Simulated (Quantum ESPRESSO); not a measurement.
# Ni (Fm-3m) in Quantum ESPRESSO: reference runs

Reference runs on Ni: the cell as given and a disturbed copy.

Program: Quantum ESPRESSO 7.5. These are calculated values, not measurements. Logs are shortened: lines on timing, memory, paths and dates and some standing lists are left out, and cuts for length are marked.

## Step 1: The crystal as given

It takes space group Fm-3m (No. 225, cubic). The conventional cell has a = 3.475 Å, b = 3.475 Å, c = 3.475 Å, α = 90.00°, β = 90.00°, γ = 90.00°. Ni (site symmetry m-3m) is surrounded by 12 Ni at 2.46 Å.

## Step 2: Single point, PBE, collinear spin, ferromagnetic start

Input file pw.in:

```
&CONTROL
  calculation = 'scf'
  prefix = 'pwscf'
  outdir = './tmp'
  pseudo_dir = './pseudo'
  tprnfor = .true.
  tstress = .true.
  disk_io = 'low'
/
&SYSTEM
  ibrav = 0
  nat = 1
  ntyp = 1
  ecutwfc = 55
  ecutrho = 440
  nbnd = 18
  occupations = 'smearing'
  smearing = 'fd'
  degauss = 0.00367493
  nspin = 2
  starting_magnetization(1) = 0.0556
/
&ELECTRONS
  conv_thr = 2d-10
  electron_maxstep = 120
  mixing_beta = 0.3
/
ATOMIC_SPECIES
Ni    58.6934 ni_pbe_v1.4.uspp.F.UPF
CELL_PARAMETERS angstrom
   0.0000000000    1.7375729330    1.7375729330
   1.7375729330    0.0000000000    1.7375729330
   1.7375729330    1.7375729330    0.0000000000
ATOMIC_POSITIONS crystal
Ni     0.0000000000    0.0000000000    0.0000000000
K_POINTS automatic
13 13 13 0 0 0
```

Input file pp_density.in:

```
&INPUTPP
  prefix = 'pwscf'
  outdir = './tmp'
  filplot = 'density.dat'
  plot_num = 0
/
&PLOT
  nfile = 1
  filepp(1) = 'density.dat'
  iflag = 3
  output_format = 6
  fileout = 'density.cube'
/
```

Input file pp_potential.in:

```
&INPUTPP
  prefix = 'pwscf'
  outdir = './tmp'
  filplot = 'potential.dat'
  plot_num = 11
/
&PLOT
  nfile = 1
  filepp(1) = 'potential.dat'
  iflag = 3
  output_format = 6
  fileout = 'potential.cube'
/
```

Input file pp_spin.in:

```
&INPUTPP
  prefix = 'pwscf'
  outdir = './tmp'
  filplot = 'spin.dat'
  plot_num = 6
/
&PLOT
  nfile = 1
  filepp(1) = 'spin.dat'
  iflag = 3
  output_format = 6
  fileout = 'spin.cube'
/
```

Potentials or basis: SSSP 1.3 efficiency PBE.

Started as:

```console
$ OMP_NUM_THREADS=1 pw.x -in pw.in > pw.out
$ OMP_NUM_THREADS=1 pp.x -in pp_density.in > pp_density.out
$ OMP_NUM_THREADS=1 pp.x -in pp_potential.in > pp_potential.out
$ OMP_NUM_THREADS=1 pp.x -in pp_spin.in > pp_spin.out
```

pw.out:

```text
This program is part of the open-source Quantum ESPRESSO suite
     for quantum simulation of materials; please cite
[... 9 lines left out ...]
     --------------------
     sticks:   dense  smooth     PW     G-vecs:    dense   smooth      PW
     Sum         649     313    109                11017     3839     749

     Using Slab Decomposition

     bravais-lattice index     =            0
     lattice parameter (alat)  =       4.6436  a.u.
     unit-cell volume          =      70.8037 (a.u.)^3
     number of atoms/cell      =            1
     number of atomic types    =            1
     number of electrons       =        18.00
     number of Kohn-Sham states=           18
     kinetic-energy cutoff     =      55.0000  Ry
     charge density cutoff     =     440.0000  Ry
     scf convergence threshold =      2.0E-10
     mixing beta               =       0.3000
     number of iterations used =            8  plain     mixing
     Exchange-correlation=  SLA  PW   PBX  PBC
                           (   1   4   3   4   0   0   0)

     celldm(1)=   4.643623  celldm(2)=   0.000000  celldm(3)=   0.000000
     celldm(4)=   0.000000  celldm(5)=   0.000000  celldm(6)=   0.000000

     crystal axes: (cart. coord. in units of alat)
               a(1) = (   0.000000   0.707107   0.707107 )
               a(2) = (   0.707107   0.000000   0.707107 )
               a(3) = (   0.707107   0.707107   0.000000 )

     reciprocal axes: (cart. coord. in units 2 pi/alat)
               b(1) = ( -0.707107  0.707107  0.707107 )
               b(2) = (  0.707107 -0.707107  0.707107 )
               b(3) = (  0.707107  0.707107 -0.707107 )

     PseudoPot. # 1 for Ni read from file:
     ni_pbe_v1.4.uspp.F.UPF
     Pseudo is Ultrasoft + core correction, Zval = 18.0
     Generated by new atomic code, or converted to UPF format
     Using radial grid of  865 points,  6 beta functions with:
                l(1) =   0
                l(2) =   0
                l(3) =   1
                l(4) =   1
                l(5) =   2
                l(6) =   2
     Q(r) pseudized with 10 coefficients,  rinner =    0.980   0.980   0.980
                                                       0.980   0.980

     atomic species   valence    mass     pseudopotential
     Ni               18.00    58.69340     Ni( 1.00)

     Starting magnetic structure
     atomic species   magnetization
     Ni              0.056

     48 Sym. Ops., with inversion, found

   Cartesian axes

     site n.     atom                  positions (alat units)
         1        Ni     tau(   1) = (   0.0000000   0.0000000   0.0000000  )

     number of k points=    84  Fermi-Dirac smearing, width (Ry)=  0.0037
                       cart. coord. in units 2pi/alat
        k(    1) = (   0.0000000   0.0000000   0.0000000), wk =   0.0004552
        k(    2) = (   0.0543928   0.0543928  -0.0543928), wk =   0.0036413
        k(    3) = (   0.1087857   0.1087857  -0.1087857), wk =   0.0036413
        k(    4) = (   0.1631785   0.1631785  -0.1631785), wk =   0.0036413
        k(    5) = (   0.2175713   0.2175713  -0.2175713), wk =   0.0036413
        k(    6) = (   0.2719641   0.2719641  -0.2719641), wk =   0.0036413
[... 76 lines left out ...]
        k(   83) = (   0.0000000  -0.4351426   0.6527140), wk =   0.0109240
        k(   84) = (  -0.0543928  -0.3807498   0.7071068), wk =   0.0109240

     Dense  grid:    11017 G-vectors     FFT dimensions: (  32,  32,  32)

     Smooth grid:     3839 G-vectors     FFT dimensions: (  24,  24,  24)

     Check: negative core charge=   -0.000016
     Generating pointlists ...
     new r_m :   0.4125 (alat units)  1.9155 (a.u.) for type    1

     Initial potential from superposition of free atoms

     starting charge      16.0000, renormalised to      18.0000
     Starting wfcs are   13 randomized atomic wfcs +    5 random wfcs

     Self-consistent Calculation

     iteration #  1     ecut=    55.00 Ry     beta= 0.30
     Davidson diagonalization with overlap
     ethr =  1.00E-02,  avg # of iterations =  5.5

     total energy              =    -337.19634926 Ry
     estimated scf accuracy    <      30.46673385 Ry

     total magnetization       =     0.19 Bohr mag/cell
     absolute magnetization    =     0.22 Bohr mag/cell

     iteration #  2     ecut=    55.00 Ry     beta= 0.30
     Davidson diagonalization with overlap
     ethr =  1.00E-02,  avg # of iterations =  2.4

     total energy              =    -343.09177767 Ry
     estimated scf accuracy    <       0.91797232 Ry

     total magnetization       =     0.46 Bohr mag/cell
     absolute magnetization    =     0.52 Bohr mag/cell

     iteration #  3     ecut=    55.00 Ry     beta= 0.30
     Davidson diagonalization with overlap
     ethr =  5.10E-03,  avg # of iterations =  1.2

     total energy              =    -343.27004141 Ry
     estimated scf accuracy    <       0.04281464 Ry

     total magnetization       =     0.66 Bohr mag/cell
     absolute magnetization    =     0.73 Bohr mag/cell

     iteration #  4     ecut=    55.00 Ry     beta= 0.30
     Davidson diagonalization with overlap
     ethr =  2.38E-04,  avg # of iterations =  2.2

     total energy              =    -343.27794958 Ry
     estimated scf accuracy    <       0.00945490 Ry

     total magnetization       =     0.62 Bohr mag/cell
     absolute magnetization    =     0.70 Bohr mag/cell

     iteration #  5     ecut=    55.00 Ry     beta= 0.30
     Davidson diagonalization with overlap
     ethr =  5.25E-05,  avg # of iterations =  2.2

     total energy              =    -343.28033186 Ry
     estimated scf accuracy    <       0.00117115 Ry

     total magnetization       =     0.64 Bohr mag/cell
     absolute magnetization    =     0.72 Bohr mag/cell

     iteration #  6     ecut=    55.00 Ry     beta= 0.30
     Davidson diagonalization with overlap
     ethr =  6.51E-06,  avg # of iterations =  1.5

     total energy              =    -343.28015279 Ry
     estimated scf accuracy    <       0.00062830 Ry

     total magnetization       =     0.64 Bohr mag/cell
     absolute magnetization    =     0.72 Bohr mag/cell

     iteration #  7     ecut=    55.00 Ry     beta= 0.30
     Davidson diagonalization with overlap
     ethr =  3.49E-06,  avg # of iterations =  1.2

     total energy              =    -343.28024239 Ry
     estimated scf accuracy    <       0.00000191 Ry

     total magnetization       =     0.63 Bohr mag/cell
     absolute magnetization    =     0.72 Bohr mag/cell

     iteration #  8     ecut=    55.00 Ry     beta= 0.30
     Davidson diagonalization with overlap
     ethr =  1.06E-08,  avg # of iterations =  2.0

     total energy              =    -343.28024329 Ry
     estimated scf accuracy    <       0.00000048 Ry

     total magnetization       =     0.63 Bohr mag/cell
     absolute magnetization    =     0.72 Bohr mag/cell

     iteration #  9     ecut=    55.00 Ry     beta= 0.30
     Davidson diagonalization with overlap
     ethr =  2.64E-09,  avg # of iterations =  1.3

     total energy              =    -343.28024350 Ry
     estimated scf accuracy    <       0.00000004 Ry

     total magnetization       =     0.63 Bohr mag/cell
     absolute magnetization    =     0.73 Bohr mag/cell

     iteration # 10     ecut=    55.00 Ry     beta= 0.30
     Davidson diagonalization with overlap
     ethr =  2.13E-10,  avg # of iterations =  1.0

     total energy              =    -343.28024354 Ry
     estimated scf accuracy    <       0.00000001 Ry

     total magnetization       =     0.63 Bohr mag/cell
     absolute magnetization    =     0.73 Bohr mag/cell

     iteration # 11     ecut=    55.00 Ry     beta= 0.30
     Davidson diagonalization with overlap
     ethr =  7.41E-11,  avg # of iterations =  1.3

     total energy              =    -343.28024356 Ry
     estimated scf accuracy    <          2.0E-10 Ry

     total magnetization       =     0.63 Bohr mag/cell
     absolute magnetization    =     0.73 Bohr mag/cell

     iteration # 12     ecut=    55.00 Ry     beta= 0.30
     Davidson diagonalization with overlap
     ethr =  1.12E-12,  avg # of iterations =  2.0

     Magnetic moment per site  (integrated on atomic sphere of radius R)
     atom   1 (R=0.413)  charge= 16.6730  magn=  0.6729

     End of self-consistent calculation

     Number of k-points >= 100: set verbosity='high' to print the bands.

     the Fermi energy is    18.7342 ev

!    total energy              =    -343.28024358 Ry
     estimated scf accuracy    <          1.8E-11 Ry
     smearing contrib. (-TS)   =      -0.00093876 Ry
     internal energy E=F+TS    =    -343.27930482 Ry

     The total energy is F=E-TS. E is the sum of the following terms:
     one-electron contribution =    -187.24395369 Ry
     hartree contribution      =     105.75653712 Ry
     xc contribution           =     -35.58835714 Ry
     ewald contribution        =    -226.20353111 Ry

     total magnetization       =     0.63 Bohr mag/cell
     absolute magnetization    =     0.73 Bohr mag/cell

     convergence has been achieved in  12 iterations

     Forces acting on atoms (cartesian axes, Ry/au):

     atom    1 type  1   force =     0.00000000    0.00000000    0.00000000

     Total force =     0.000000     Total SCF correction =     0.000000

     Computing stress (Cartesian axis) and pressure

          total   stress  (Ry/bohr**3)                   (kbar)     P=       77.46
   0.00052653  -0.00000000  -0.00000000           77.46       -0.00       -0.00
  -0.00000000   0.00052653  -0.00000000           -0.00       77.46       -0.00
  -0.00000000  -0.00000000   0.00052653           -0.00       -0.00       77.46

=------------------------------------------------------------------------------=
   JOB DONE.
=------------------------------------------------------------------------------=
```

Run time: 34 s. Hardware: 1 thread of Arm Neoverse V1, shared host; peak memory 0.09 GiB.

Results:

- Free energy: -4670.5656 eV
- Pressure: 7.7 GPa
- Band gap on the k mesh: none (metal or under the smearing width)
- Net moment: 0.63 μB per cell
- Absolute moment: 0.73 μB per cell
- Site moments: Ni +0.67 μB
- Valence electrons inside the program's atomic spheres: Ni 16.67

Levels at points of the mesh, in eV from the Fermi level:
Spin up:
```csv
k point,band 6,band 7,band 8,band 9,band 10,band 11,band 12,band 13
"(0.00, 0.00, 0.00)",-2.58,-2.58,-2.58,-1.38,-1.38,23.73,27.95,27.95
```
Spin down:
| k point | band 6 | band 7 | band 8 | band 9 | band 10 | band 11 | band 12 | band 13 |
| --- | --- | --- | --- | --- | --- | --- | --- | --- |
| (0.00, 0.00, 0.00) | -1.81 | -1.81 | -1.81 | -0.69 | -0.69 | 23.57 | 27.93 | 27.93 |

## Step 3: Single point, PBE, collinear spin, ferromagnetic start (cell strained at random at fixed volume)

pw.in: that of step 2 with these lines changed.

```diff
@@ -7,3 +7,3 @@
   tstress = .true.
-  disk_io = 'low'
+  disk_io = 'nowf'
 /
@@ -30,7 +30,7 @@
 CELL_PARAMETERS angstrom
-   0.0000000000    1.7375729330    1.7375729330
-   1.7375729330    0.0000000000    1.7375729330
-   1.7375729330    1.7375729330    0.0000000000
+   0.0165500000    1.7572510000    1.7682390000
+   1.7191180000    0.0163320000    1.7684570000
+   1.7144740000    1.7528250000    0.0209760000
 ATOMIC_POSITIONS crystal
-Ni     0.0000000000    0.0000000000    0.0000000000
+Ni     0.0065090000    0.0114400000   -0.0328950000
 K_POINTS automatic
```

Potentials or basis: SSSP 1.3 efficiency PBE.

Started as:

```console
$ OMP_NUM_THREADS=1 pw.x -in pw.in > pw.out
```

pw.out:

```text
This program is part of the open-source Quantum ESPRESSO suite
     for quantum simulation of materials; please cite
[... 6 lines left out ...]
     --------------------
     sticks:   dense  smooth     PW     G-vecs:    dense   smooth      PW
     Sum         659     323    121                11043     3853     873

     Using Slab Decomposition

     bravais-lattice index     =            0
     lattice parameter (alat)  =       4.7110  a.u.
     unit-cell volume          =      70.8037 (a.u.)^3
     number of atoms/cell      =            1
     number of atomic types    =            1
     number of electrons       =        18.00
     number of Kohn-Sham states=           18
     kinetic-energy cutoff     =      55.0000  Ry
     charge density cutoff     =     440.0000  Ry
     scf convergence threshold =      2.0E-10
     mixing beta               =       0.3000
     number of iterations used =            8  plain     mixing
     Exchange-correlation=  SLA  PW   PBX  PBC
                           (   1   4   3   4   0   0   0)

     celldm(1)=   4.711021  celldm(2)=   0.000000  celldm(3)=   0.000000
     celldm(4)=   0.000000  celldm(5)=   0.000000  celldm(6)=   0.000000

     crystal axes: (cart. coord. in units of alat)
               a(1) = (   0.006639   0.704884   0.709292 )
               a(2) = (   0.689588   0.006551   0.709379 )
               a(3) = (   0.687725   0.703109   0.008414 )

     reciprocal axes: (cart. coord. in units 2 pi/alat)
               b(1) = ( -0.736448  0.711846  0.709327 )
               b(2) = (  0.727680 -0.720243  0.708957 )
               b(3) = (  0.731527  0.715323 -0.717724 )

     PseudoPot. # 1 for Ni read from file:
     ni_pbe_v1.4.uspp.F.UPF
     Pseudo is Ultrasoft + core correction, Zval = 18.0
     Generated by new atomic code, or converted to UPF format
     Using radial grid of  865 points,  6 beta functions with:
                l(1) =   0
                l(2) =   0
                l(3) =   1
                l(4) =   1
                l(5) =   2
                l(6) =   2
     Q(r) pseudized with 10 coefficients,  rinner =    0.980   0.980   0.980
                                                       0.980   0.980

     atomic species   valence    mass     pseudopotential
     Ni               18.00    58.69340     Ni( 1.00)

     Starting magnetic structure
     atomic species   magnetization
     Ni              0.056

     No symmetry found

   Cartesian axes

     site n.     atom                  positions (alat units)
         1        Ni     tau(   1) = (  -0.0146906  -0.0184657   0.0124553  )

     number of k points=  1099  Fermi-Dirac smearing, width (Ry)=  0.0037

     Number of k-points >= 100: set verbosity='high' to print them.

     Dense  grid:    11043 G-vectors     FFT dimensions: (  32,  32,  32)

     Smooth grid:     3853 G-vectors     FFT dimensions: (  24,  24,  24)

     Check: negative core charge=   -0.000016
     Generating pointlists ...
     new r_m :   0.4029 (alat units)  1.8982 (a.u.) for type    1

     Initial potential from superposition of free atoms

     starting charge      16.0000, renormalised to      18.0000
     Starting wfcs are   13 randomized atomic wfcs +    5 random wfcs

     Self-consistent Calculation

     iteration #  1     ecut=    55.00 Ry     beta= 0.30
     Davidson diagonalization with overlap
     ethr =  1.00E-02,  avg # of iterations =  5.4

     total energy              =    -337.19920207 Ry
     estimated scf accuracy    <      30.45744396 Ry

     total magnetization       =     0.19 Bohr mag/cell
     absolute magnetization    =     0.22 Bohr mag/cell

     iteration #  2     ecut=    55.00 Ry     beta= 0.30
     Davidson diagonalization with overlap
     ethr =  1.00E-02,  avg # of iterations =  2.3

     total energy              =    -343.09185379 Ry
     estimated scf accuracy    <       0.91642882 Ry

     total magnetization       =     0.46 Bohr mag/cell
     absolute magnetization    =     0.53 Bohr mag/cell

     iteration #  3     ecut=    55.00 Ry     beta= 0.30
     Davidson diagonalization with overlap
     ethr =  5.09E-03,  avg # of iterations =  1.1

     total energy              =    -343.26978117 Ry
     estimated scf accuracy    <       0.04274614 Ry

     total magnetization       =     0.66 Bohr mag/cell
     absolute magnetization    =     0.73 Bohr mag/cell
[... 75 lines left out ...]
     total energy              =    -343.27999291 Ry
     estimated scf accuracy    <          3.9E-09 Ry

     total magnetization       =     0.63 Bohr mag/cell
     absolute magnetization    =     0.72 Bohr mag/cell

     iteration # 12     ecut=    55.00 Ry     beta= 0.30
     Davidson diagonalization with overlap
     ethr =  2.17E-11,  avg # of iterations =  1.5

     total energy              =    -343.27999293 Ry
     estimated scf accuracy    <          2.4E-10 Ry

     total magnetization       =     0.63 Bohr mag/cell
     absolute magnetization    =     0.72 Bohr mag/cell

     iteration # 13     ecut=    55.00 Ry     beta= 0.30
     Davidson diagonalization with overlap
     ethr =  1.31E-12,  avg # of iterations =  1.3

     Magnetic moment per site  (integrated on atomic sphere of radius R)
     atom   1 (R=0.403)  charge= 16.6203  magn=  0.6723

     End of self-consistent calculation

     Number of k-points >= 100: set verbosity='high' to print the bands.

     the Fermi energy is    18.7318 ev

!    total energy              =    -343.27999293 Ry
     estimated scf accuracy    <          4.3E-12 Ry
     smearing contrib. (-TS)   =      -0.00093707 Ry
     internal energy E=F+TS    =    -343.27905586 Ry

     The total energy is F=E-TS. E is the sum of the following terms:
     one-electron contribution =    -187.26385806 Ry
     hartree contribution      =     105.76702969 Ry
     xc contribution           =     -35.58863607 Ry
     ewald contribution        =    -226.19359142 Ry

     total magnetization       =     0.63 Bohr mag/cell
     absolute magnetization    =     0.72 Bohr mag/cell

     convergence has been achieved in  13 iterations

     Forces acting on atoms (cartesian axes, Ry/au):

     atom    1 type  1   force =     0.00000000    0.00000000    0.00000000

     Total force =     0.000000     Total SCF correction =     0.000000

     Computing stress (Cartesian axis) and pressure

          total   stress  (Ry/bohr**3)                   (kbar)     P=       78.60
   0.00066963  -0.00007674  -0.00013079           98.51      -11.29      -19.24
  -0.00007674   0.00049688  -0.00010954          -11.29       73.09      -16.11
  -0.00013079  -0.00010954   0.00043634          -19.24      -16.11       64.19

=------------------------------------------------------------------------------=
   JOB DONE.
=------------------------------------------------------------------------------=
```

Run time: 7 min. Hardware: 1 thread of Arm Neoverse V1, shared host; peak memory 0.37 GiB.

What came out:

```yaml
Free_energy: -4670.5622 eV
Pressure: 7.9 GPa
Band_gap_on_the_k_mesh: none (metal or under the smearing width)
Net_moment: 0.63 μB per cell
Absolute_moment: 0.72 μB per cell
Site_moments: Ni +0.67 μB
Valence_electrons_inside_the_program's_atomic_spheres: Ni 16.62
```

Stress tensor (GPa, compression positive):
```
 9.85 -1.13 -1.92
-1.13  7.31 -1.61
-1.92 -1.61  6.42
```

Levels at points of the mesh, in eV from the Fermi level:
Spin up:
```tsv
k point	band 5	band 6	band 7	band 8	band 9	band 10	band 11	band 12	band 13	band 14
(0.00, 0.00, 0.00)	-9.41	-2.69	-2.59	-2.46	-1.46	-1.29	23.72	27.43	28.12	28.35
```
Spin down:
```tsv
k point	band 5	band 6	band 7	band 8	band 9	band 10	band 11	band 12	band 13	band 14
(0.00, 0.00, 0.00)	-9.45	-1.92	-1.82	-1.69	-0.78	-0.60	23.56	27.40	28.09	28.34
```
